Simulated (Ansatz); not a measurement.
Input of an Ansatz 0.2.0 run:

The input input.yaml:

```yaml
crystal:
  lattice:
    - [1.8299960138, 1.0565486912, 2.9709202777]
    - [-1.8299960138, 1.0565486912, 2.9709202777]
    - [0.0, -2.1130973823, 2.9709202777]
  atoms:
    - { symbol: Mn, position: [0.0, 0.0, 0.0], spin: 0.92 }
    - { symbol: S, position: [0.5, 0.5, 0.5] }
hamiltonian:
  xc: pbe
  pseudopotentials: { kind: paw }
magnetization:
  spin_polarized: true
kpoints:
  mp_grid: { grid: [9, 9, 9] }
scf:
  occupations: { method: fermi_dirac, width: 0.05 }
output:
  forces: true
  stress: true
  eigenvalues: true
```

Potentials or basis: Ansatz PAW.

The run is started by

```console
$ ansatz run input.yaml --threads 2 --pin off --max-ram 5632MiB --backend cpu --events-out ev --progress --plain --runs-dir out
```

Question: Estimate the absolute moment.

Answer: 4.66 μB per cell.

Question: What does it give for the pressure?

Answer: -1.6 GPa.

Stress tensor (GPa, compression positive):
```
-1.73  0.00  0.00
 0.00 -1.73  0.00
 0.00  0.00 -1.28
```

Caveat: a cell with one magnetic atom can't hold antiferromagnetic order, which such compounds often take; semilocal functionals often make such compounds metallic where correlation or magnetic order opens a gap, which also shifts bond lengths.
